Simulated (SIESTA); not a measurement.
NiSb (Breithauptite) in SIESTA: the effect of functional

Crystal: NiSb (Breithauptite).

```
CELL_PARAMETERS angstrom
3.92800 0.00000 0.00000
-1.96400 3.40175 0.00000
0.00000 0.00000 5.12000
ATOMIC_POSITIONS crystal
Sb 0.66667 0.33333 0.75000
Sb 0.33333 0.66667 0.25000
Ni 0.00000 0.00000 0.50000
Ni 0.00000 0.00000 0.00000
```

Alike in all runs:

* Program: SIESTA 5.4.2
* Task: single point
* Basis: DZP (energy shift 0.003 Ry; two zetas on semicore shells)
* Grid cutoff: 800 Ry
* Energy shift: 0.003 Ry
* k mesh: 6 × 6 × 4
* Occupations: fermi-dirac, width 0.05 eV
* Spin: collinear spin, ferromagnetic start
* Starting moments: [0.0, 0.0, 1.0, 1.0] μB

```tsv
functional	potentials or basis	pressure (GPa)
LDA	PseudoDojo 0.4 standard (LDA files)	-3.7
PBEsol	PseudoDojo 0.4 standard (PBEsol files)	-0.1
AM05	PseudoDojo 0.4 standard (PBEsol files)	-0.9
WC	PseudoDojo 0.4 standard (PBEsol files)	0.7
PW91	PseudoDojo 0.4 standard (PBE files)	5.6
revPBE	PseudoDojo 0.4 standard (PBE files)	7.7
RPBE	PseudoDojo 0.4 standard (PBE files)	?
BLYP	PseudoDojo 0.4 standard (PBE files)	13.0
```

**Question.** What does the run with functional RPBE give?

**Answer.** Pressure 8.5 GPa.

Caveats: short orbitals over semicore shells can move pressures by several GPa; the basis of atomic orbitals isn't converged, which shifts pressures, moduli and gaps; the potentials were made for another functional, which shifts forces and pressure (some runs).

Runs at the PBE level aren't shown here.
